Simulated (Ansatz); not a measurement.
# Co: from a trial structure to a relaxed crystal

Theory: Ansatz, DFT PBEsol, scalar-relativistic, plane waves, PAW. Cutoff 420 eV, Γ-centred k mesh, Gaussian smearing, collinear spin, first started from parallel moments.

The start puts Co on the alpha-gallium structure type (Cmce, No. 64), at a guessed volume.

```xyz
4
Lattice="1.8881 -3.1999 0.0000 1.8881 3.1999 0.0000 0.0000 0.0000 3.7812" Properties=species:S:1:pos:R:3 pbc="T T T"
Co    1.8881    2.2240    0.2968
Co    1.8881   -0.9760    1.5938
Co    1.8881   -2.2240    3.4844
Co    1.8881    0.9760    2.1874
```

Cell and atoms relax at zero pressure; the relaxation can't lower the symmetry of the start. After a coarse first stage the cell is made exact in the group found at 0.06 Å.

Energies count from the standard state of Co at the same level.

(1) Describe the relaxed structure.

(2) What are its volume, energy, gap and moment?

Results:

(1) It ends in I4/mmm (No. 139). Conventional cell: a = 2.407 Å, c = 7.812 Å. Co has 1 Co at 2.21 Å and 8 Co at 2.40–2.41 Å.

```cif
data_structure
_symmetry_space_group_name_H-M 'I4/mmm'
_symmetry_Int_Tables_number 139
_cell_length_a 2.4072
_cell_length_b 2.4072
_cell_length_c 7.8123
_cell_angle_alpha 90.000
_cell_angle_beta 90.000
_cell_angle_gamma 90.000
_cell_volume 45.27
loop_
_atom_site_label
_atom_site_type_symbol
_atom_site_symmetry_multiplicity
_atom_site_Wyckoff_symbol
_atom_site_fract_x
_atom_site_fract_y
_atom_site_fract_z
_atom_site_occupancy
Co1 Co 4 e 0.50000 0.50000 0.35854 1
```

(2) The volume per atom is 11.32 Å³ and the density is 8.65 g/cm³. The energy over the standard structure is 0.47 eV/atom. The gap on the 32×32×32 mesh is 0 eV (a metal), the net moment per atom is 1.49 μB and the largest site moment is 1.52 μB.

The final run used a 32×32×32 mesh on its 2-atom cell and 0.10 eV smearing. For metals, differences of a few meV/atom aren't resolved. A structure relaxed within its symmetry needn't be a true minimum.